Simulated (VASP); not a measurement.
Input and output of a VASP r²SCAN single-point calculation on InAs (zincblende)

INCAR

```
ISIF = 2
NBANDS = 16
LASPH = .TRUE.
EDIFF = 1E-7
LWAVE = .FALSE.
METAGGA = R2SCAN
ALGO = Normal
ENCUT = 520
LCHARG = .FALSE.
IBRION = -1
PREC = Accurate
LREAL = .FALSE.
NSW = 0
ISMEAR = -1
SIGMA = 0.02
NELM = 120
```

KPOINTS

```
KPOINTS created by Atomic Simulation Environment
0
Gamma
8 8 8
0 0 0
```

KPOINTS_OPT

```
special points
6
Reciprocal
0.0000000000 0.0000000000 0.0000000000 1
-0.5000000000 -0.5000000000 0.0000000000 1
-0.3750000000 -0.3750000000 0.2500000000 1
-0.3750000000 0.0000000000 0.3750000000 1
0.0000000000 0.0000000000 0.5000000000 1
-0.5000000000 -0.2500000000 0.2500000000 1
```

POSCAR

```
In As
 1.0000000000000000
    -0.0000000000000000    3.0545904731694296    3.0545904731694296
     3.0545904731694296    0.0000000000000000    3.0545904731694296
     3.0545904731694296    3.0545904731694296    0.0000000000000000
 In  As
   1   1
Cartesian
  0.0000000000000000  0.0000000000000000 -0.0000000000000000
  1.5272952365847148  1.5272952365847148  1.5272952365847148
```

VASP ran with the recommended PBE PAW datasets (18 valence electrons in the cell).

Command

```
mpirun -np 1 vasp_std
```

OSZICAR

```
N       E                     dE             d eps       ncg     rms          rms(c)
DAV:   1     0.806600480808E+02    0.80660E+02   -0.83704E+03   944   0.124E+03
DAV:   2    -0.339313706747E+02   -0.11459E+03   -0.10982E+03  1016   0.302E+02
DAV:   3    -0.412480795980E+02   -0.73167E+01   -0.72825E+01  1160   0.753E+01
DAV:   4    -0.414498733837E+02   -0.20179E+00   -0.20164E+00  1208   0.137E+01
DAV:   5    -0.414603660614E+02   -0.10493E-01   -0.10492E-01  1360   0.263E+00    0.592E+00
DAV:   6    -0.380665184112E+02    0.33938E+01   -0.15046E+00  1144   0.264E+01    0.291E+00
DAV:   7    -0.380496429742E+02    0.16875E-01   -0.21613E-01  1064   0.352E+00    0.176E+00
DAV:   8    -0.380573802922E+02   -0.77373E-02   -0.18449E-02  1264   0.116E+00    0.699E-01
DAV:   9    -0.380587505771E+02   -0.13703E-02   -0.18145E-03  1272   0.337E-01    0.205E-01
DAV:  10    -0.380587788945E+02   -0.28317E-04   -0.18239E-04  1216   0.130E-01    0.173E-01
DAV:  11    -0.380588085886E+02   -0.29694E-04   -0.84518E-05  1120   0.135E-01    0.315E-02
DAV:  12    -0.380588028663E+02    0.57223E-05   -0.14358E-05  1288   0.302E-02    0.334E-02
DAV:  13    -0.380588028950E+02   -0.28778E-07   -0.28229E-06  1152   0.147E-02    0.882E-03
DAV:  14    -0.380588033977E+02   -0.50267E-06   -0.10746E-06  1264   0.148E-02    0.167E-02
DAV:  15    -0.380588033395E+02    0.58218E-07   -0.72605E-08   648   0.468E-03
   1 F= -.38058803E+02 E0= -.38058755E+02  d E =-.976169E-04
       N       E                     dE             ncg
DAV:   1     0.105113880948E+04   -0.26923E+04      192
DAV:   2     0.340636182966E+03   -0.71050E+03      200
DAV:   3     0.287200907676E+03   -0.53435E+02      224
DAV:   4     0.285510445340E+03   -0.16905E+01      264
DAV:   5     0.285420946583E+03   -0.89499E-01      288
DAV:   6     0.285419018195E+03   -0.19284E-02      256
DAV:   7     0.285418943124E+03   -0.75070E-04      296
DAV:   8     0.285418942149E+03   -0.97511E-06      256
DAV:   9     0.285418942132E+03   -0.17740E-07      200
```

From OUTCAR

```
k-points           NKPTS =     29   k-points in BZ     NKDIM =     29   number of bands    NBANDS=     16

   NELECT =      18.0000    total number of electrons

   dimension x,y,z NGX =    32 NGY =   32 NGZ =   32
   dimension x,y,z NGXF=    64 NGYF=   64 NGZF=   64

  energy-cutoff  :      520.00
  volume of cell :       57.00
      direct lattice vectors                 reciprocal lattice vectors
     0.000000000  3.054590473  3.054590473    -0.163688064  0.163688064  0.163688064
     3.054590473  0.000000000  3.054590473     0.163688064 -0.163688064  0.163688064
     3.054590473  3.054590473  0.000000000     0.163688064  0.163688064 -0.163688064

 k-points in reciprocal lattice and weights: KPOINTS created by Atomic Simulation Env
   0.00000000  0.00000000  0.00000000       0.002
   0.12500000  0.00000000  0.00000000       0.016
   0.25000000  0.00000000  0.00000000       0.016
   0.37500000  0.00000000  0.00000000       0.016
   0.50000000  0.00000000  0.00000000       0.008
   0.12500000  0.12500000  0.00000000       0.012
   0.25000000  0.12500000  0.00000000       0.047
   0.37500000  0.12500000  0.00000000       0.047
   ...

 E-fermi :   4.0195

 k-point     1 :       0.0000    0.0000    0.0000
  band No.  band energies     occupation
      1     -10.8266      2.00000
      2     -10.8266      2.00000
      3     -10.8266      2.00000
      4     -10.6923      2.00000
      5     -10.6923      2.00000
      6      -8.1332      2.00000
      7       3.9670      1.86456
      8       3.9670      1.86456
      9       3.9670      1.86456
     10       4.0468      0.40654
     11       8.2230      0.00000
     12       8.2230      0.00000
     13       8.2230      0.00000
     14      11.9166      0.00000
     15      14.0635      0.00000
     16      14.0635      0.00000

 k-point     2 :       0.1250    0.0000    0.0000
  band No.  band energies     occupation
      1     -10.8461      2.00000
      2     -10.8210      2.00000
      3     -10.8210      2.00000
      4     -10.6924      2.00000
      5     -10.6924      2.00000
      6      -7.9720      2.00000
      7       2.1659      2.00000
      8       3.7817      1.99999
      9       3.7817      1.99999
     10       5.2904      0.00000
     11       8.3593      0.00000
     12       8.5003      0.00000
     13       8.5003      0.00000
     14      12.7578      0.00000
     15      13.2173      0.00000
     16      13.2173      0.00000

 k-point     3 :       0.2500    0.0000    0.0000
  band No.  band energies     occupation
      1     -10.8900      2.00000
      2     -10.8085      2.00000
      3     -10.8085      2.00000
      4     -10.6912      2.00000
      5     -10.6912      2.00000
      6      -7.5324      2.00000
      7       0.3191      2.00000
      8       3.4107      2.00000
      9       3.4107      2.00000
     10       5.4935      0.00000
     11       8.9346      0.00000
     12       8.9346      0.00000
     13       9.4528      0.00000
     14      12.8065      0.00000
     15      12.9757      0.00000
     16      12.9757      0.00000

 k-point     4 :       0.3750    0.0000    0.0000
  band No.  band energies     occupation
      1     -10.9305      2.00000
      2     -10.7982      2.00000
      3     -10.7982      2.00000
      4     -10.6876      2.00000
      5     -10.6876      2.00000
      6      -6.9767      2.00000
      7      -1.1488      2.00000
      8       3.1079      2.00000
      9       3.1079      2.00000
     10       5.3037      0.00000
     11       9.0284      0.00000
     12       9.0284      0.00000
     13      10.8532      0.00000
     14      12.6839      0.00000
     15      13.9454      0.00000
     16      13.9454      0.00000

 k-point     5 :       0.5000    0.0000    0.0000
  band No.  band energies     occupation
      1     -10.9464      2.00000
      2     -10.7947      2.00000
      3     -10.7947      2.00000
      4     -10.6854      2.00000
      5     -10.6853      2.00000
      6      -6.6851      2.00000
      7      -1.7545      2.00000
      8       2.9960      2.00000
      9       2.9960      2.00000
     10       5.2133      0.00000
     11       8.9931      0.00000
     12       8.9931      0.00000
     13      11.2086      0.00000
     14      13.4672      0.00000
     15      15.2390      0.00000
     16      15.2390      0.00000

 k-point     6 :       0.1250    0.1250    0.0000
  band No.  band energies     occupation
      1     -10.8583      2.00000
      2     -10.8155      2.00000
      3     -10.8155      2.00000
      4     -10.6965      2.00000
      5     -10.6891      2.00000
      6      -7.9187      2.00000
      7       2.0969      2.00000
      8       3.4559      2.00000
      9       3.4559      2.00000
     10       5.8853      0.00000
     11       7.5431      0.00000
     12       8.9789      0.00000
     13       8.9789      0.00000
     14      12.0478      0.00000
     15      13.1411      0.00000
     16      14.2403      0.00000

 k-point     7 :       0.2500    0.1250    0.0000
  band No.  band energies     occupation
      1     -10.8940      2.00000
      2     -10.8049      2.00000
      3     -10.8025      2.00000
      4     -10.6996      2.00000
      5     -10.6861      2.00000
      6      -7.5713      2.00000
      7       0.7232      2.00000
      8       3.0354      2.00000
      9       3.0389      2.00000
     10       6.3925      0.00000
     11       7.6217      0.00000
     12       9.5584      0.00000
     13       9.6029      0.00000
     14      11.7649      0.00000
     15      13.9992      0.00000
     16      14.0445      0.00000

 k-point     8 :       0.3750    0.1250    0.0000
  band No.  band energies     occupation
      1     -10.9311      2.00000
      2     -10.7958      2.00000
      3     -10.7912      2.00000
      4     -10.6979      2.00000
      5     -10.6835      2.00000
      6      -7.0418      2.00000
      7      -0.7426      2.00000
      8       2.5298      2.00000
      9       2.7705      2.00000
     10       6.2679      0.00000
     11       8.3708      0.00000
     12       9.7514      0.00000
     13      10.0128      0.00000
     14      12.7987      0.00000
     15      13.9147      0.00000
     16      14.6251      0.00000

 k-point     9 :       0.5000    0.1250    0.0000
  band No.  band energies     occupation
      1     -10.9516      2.00000
      2     -10.7911      2.00000
      3     -10.7871      2.00000
      4     -10.6920      2.00000
      5     -10.6840      2.00000
      6      -6.6241      2.00000
      7      -1.6262      2.00000
      8       2.1557      2.00000
      9       2.7468      2.00000
     10       6.1351      0.00000
     11       8.5840      0.00000
     12       9.5411      0.00000
     13      11.1960      0.00000
     14      13.2570      0.00000
     15      14.6778      0.00000
     16      15.2905      0.00000

 k-point    10 :      -0.3750    0.1250    0.0000
  band No.  band energies     occupation
      1     -10.9456      2.00000
      2     -10.7915      2.00000
      3     -10.7907      2.00000
      4     -10.6894      2.00000
      5     -10.6877      2.00000
      6      -6.7249      2.00000
      7      -1.4263      2.00000
      8       2.0432      2.00000
      9       2.9700      2.00000
     10       6.1539      0.00000
     11       8.7749      0.00000
     12       9.3276      0.00000
     13      11.0413      0.00000
     14      13.4551      0.00000
     15      13.5698      0.00000
     16      15.0988      0.00000

 k-point    11 :      -0.2500    0.1250    0.0000
  band No.  band energies     occupation
      1     -10.9154      2.00000
      2     -10.8014      2.00000
      3     -10.7972      2.00000
      4     -10.6948      2.00000
      5     -10.6876      2.00000
      6      -7.2288      2.00000
      7      -0.2907      2.00000
      8       2.2631      2.00000
      9       3.3613      2.00000
     10       6.2638      0.00000
     11       8.9022      0.00000
     12       9.0650      0.00000
     13       9.7276      0.00000
     14      12.3638      0.00000
     15      13.5102      0.00000
     16      14.6480      0.00000

 k-point    12 :      -0.1250    0.1250    0.0000
  band No.  band energies     occupation
      1     -10.8749      2.00000
      2     -10.8146      2.00000
      3     -10.8086      2.00000
      4     -10.6953      2.00000
      5     -10.6895      2.00000
      6      -7.7174      2.00000
      7       1.1413      2.00000
      8       2.9064      2.00000
      9       3.7292      2.00000
     10       6.0233      0.00000
     11       8.2644      0.00000
     12       8.6249      0.00000
     13       9.3689      0.00000
     14      12.3245      0.00000
     15      13.0973      0.00000
     16      13.8114      0.00000

 ...

  Total       -0.0080345     -0.0080345     -0.0080345      0.0000000     -0.0000000      0.0000000
  in kB       -0.2258296     -0.2258296     -0.2258296      0.0000000     -0.0000000      0.0000000
  external PRESSURE =      -0.2258296 kB  Pullay stress =       0.0000000 kB

 POSITION                                       TOTAL-FORCE (eV/Angst)
 -----------------------------------------------------------------------------------
      0.00000      0.00000      0.00000        -0.000000     -0.000000      0.000000
      1.52730      1.52730      1.52730         0.000000      0.000000     -0.000000
 -----------------------------------------------------------------------------------
    total drift:                               -0.000002     -0.000002     -0.000002

  FREE ENERGIE OF THE ION-ELECTRON SYSTEM (eV)
  ---------------------------------------------------
  free  energy   TOTEN  =       -38.0588033395 eV

  energy  without entropy=      -38.0587057226  energy(sigma->0) =      -38.05875453
```

| Property | Result |
| --- | --- |
| gap between bands v and c | 0.08 eV |
| least direct gap | 0.08 eV |
| pressure | 0.0 GPa |

Band v is the last that the valence electrons fill when counted band by band, and c is the next.

The run took about 68 s on one core of a shared host (Intel Xeon Platinum 8488C) and held 0.2 GiB at most.
